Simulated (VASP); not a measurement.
Input of a VASP 6.6.1 run:

Contents of INCAR:

```
ALGO = Fast ; DIPOL = 0.5 0.5 0.500
EDIFF = 1E-6 ; ENCUT = 520
GGA = PS ; IDIPOL = 3
ISIF = 2 ; ISMEAR = 0
LASPH = T ; LCHARG = F
LDIPOL = T ; LREAL = F
LWAVE = F ; NBANDS = 48
NELM = 60 ; PREC = Accurate
SIGMA = 0.05
```

File KPOINTS:

```
k-points
0
Gamma
  9 9 1
```

POSCAR

```
Ga4As5
1.0
    4.0010046268      0.0000000000      0.0000000000
    0.0000000000      4.0010046268      0.0000000000
    0.0000000000      0.0000000000     26.3165500128
As Ga
5 4
Direct
    0.0000000000      0.5000000000      0.2851995755
    0.5000000000      0.0000000000      0.3929905694
    0.0000000000      0.5000000000      0.5000000262
    0.5000000000      0.0000000000      0.6070094342
    0.0000000000      0.5000000000      0.7148004225
    0.5000000000      0.5000000000      0.3377817507
    0.0000000000      0.0000000000      0.4459161839
    0.5000000000      0.5000000000      0.5540838297
    0.0000000000      0.0000000000      0.6622182078
```

Potentials or basis: VASP PAW PBE potentials, release 64 (As, Ga_d).

Command:

```console
$ cat potpaw_PBE.64/As/POTCAR potpaw_PBE.64/Ga_d/POTCAR > POTCAR
$ mpirun -np 1 vasp_std > vasp.out
```

Problem. What does it give for the band gap on the k mesh?

Solution. None (metal or under the smearing width).

Problem. Predict the largest force.

Solution. 0.013 eV/Å.

Forces on the atoms (eV/Å):
```
As   0.000  0.000 -0.013
As   0.000  0.000 -0.002
As   0.000  0.000  0.000
As   0.000  0.000  0.002
As   0.000  0.000  0.013
Ga   0.000  0.000  0.001
Ga   0.000  0.000  0.004
Ga   0.000  0.000 -0.004
Ga   0.000  0.000 -0.001
```

Caveat: the PAW data sets were made with another functional, which shifts forces and pressure a little.
